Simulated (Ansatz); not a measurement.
# Te, dhcp: geometry optimisation

Method: DFT, PBE, plane waves (420 eV) with PAW, scalar-relativistic in Ansatz.

k-point mesh 11×11×3, Fermi-Dirac smearing 0.1 eV, no spin polarisation. Cell and atoms relax.

Starting structure:

```yaml
crystal:
  lattice:
    - [3.4420649897, 0.0, 0.0]
    - [-1.7210324948, 2.9809157225, 0.0]
    - [0.0, 0.0, 11.2417842562]
  atoms:
    - { symbol: Te, position: [0.0, 0.0, 0.0] }
    - { symbol: Te, position: [0.0, 0.0, 0.5] }
    - { symbol: Te, position: [0.3333333333, 0.6666666667, 0.25] }
    - { symbol: Te, position: [0.6666666667, 0.3333333333, 0.75] }
hamiltonian:
  xc: pbe
  pseudopotentials:
    kind: paw
    azcp:
      Te: "pseudopotentials/Te.paw.azcp"
basis:
  ecutwfc: 420
  fft_grid_basis: typed
kpoints:
  mp_grid: { grid: [11, 11, 3], shift: [0, 0, 0] }
magnetization:
  spin_polarized: false
scf:
  occupations: { method: fermi_dirac, width: 0.1 }
relax:
  max_steps: 60
  f_tol: 0.01
  cell: {}
```

Task: What cell does the relaxation end in?

Result: P6_3/mmc with a = 4.238 Å, c = 8.332 Å (c/a = 1.966); 32.40 Å³ per atom against 28.84 at the start (12.4 %).

The cell has left the dhcp structure type; it ends in P6_3/mmc.

Task: How much energy does the relaxation gain?

Result: 256.6 meV per atom.

Path of the relaxation (the plane waves are chosen anew near the end, which can shift the energy a little):

```json
{"step": "0", "E − E(final) (meV/atom)": "256.55", "V (Å³/atom)": "28.837", "P (GPa)": "-0.89", "max force (eV/Å)": "0.000"}
{"step": "1", "E − E(final) (meV/atom)": "248.09", "V (Å³/atom)": "28.166", "P (GPa)": "0.26", "max force (eV/Å)": "0.000"}
{"step": "2", "E − E(final) (meV/atom)": "216.12", "V (Å³/atom)": "27.999", "P (GPa)": "1.09", "max force (eV/Å)": "0.000"}
{"step": "3", "E − E(final) (meV/atom)": "150.58", "V (Å³/atom)": "28.114", "P (GPa)": "1.87", "max force (eV/Å)": "0.000"}
{"step": "4", "E − E(final) (meV/atom)": "90.51", "V (Å³/atom)": "28.296", "P (GPa)": "3.20", "max force (eV/Å)": "0.000"}
{"step": "5", "E − E(final) (meV/atom)": "36.46", "V (Å³/atom)": "30.029", "P (GPa)": "0.85", "max force (eV/Å)": "0.000"}
{"step": "6", "E − E(final) (meV/atom)": "21.65", "V (Å³/atom)": "30.797", "P (GPa)": "0.36", "max force (eV/Å)": "0.000"}
{"step": "7", "E − E(final) (meV/atom)": "21.44", "V (Å³/atom)": "30.972", "P (GPa)": "-0.03", "max force (eV/Å)": "0.000"}
{"step": "8", "E − E(final) (meV/atom)": "9.47", "V (Å³/atom)": "30.972", "P (GPa)": "0.75", "max force (eV/Å)": "0.000"}
{"step": "9", "E − E(final) (meV/atom)": "5.10", "V (Å³/atom)": "31.420", "P (GPa)": "0.43", "max force (eV/Å)": "0.000"}
{"step": "10", "E − E(final) (meV/atom)": "0.51", "V (Å³/atom)": "32.200", "P (GPa)": "0.01", "max force (eV/Å)": "0.000"}
{"step": "11", "E − E(final) (meV/atom)": "0.39", "V (Å³/atom)": "32.515", "P (GPa)": "-0.05", "max force (eV/Å)": "0.000"}
{"step": "12", "E − E(final) (meV/atom)": "0.18", "V (Å³/atom)": "32.404", "P (GPa)": "-0.02", "max force (eV/Å)": "0.000"}
{"step": "13", "E − E(final) (meV/atom)": "0.00", "V (Å³/atom)": "32.404", "P (GPa)": "-0.03", "max force (eV/Å)": "0.000"}
```
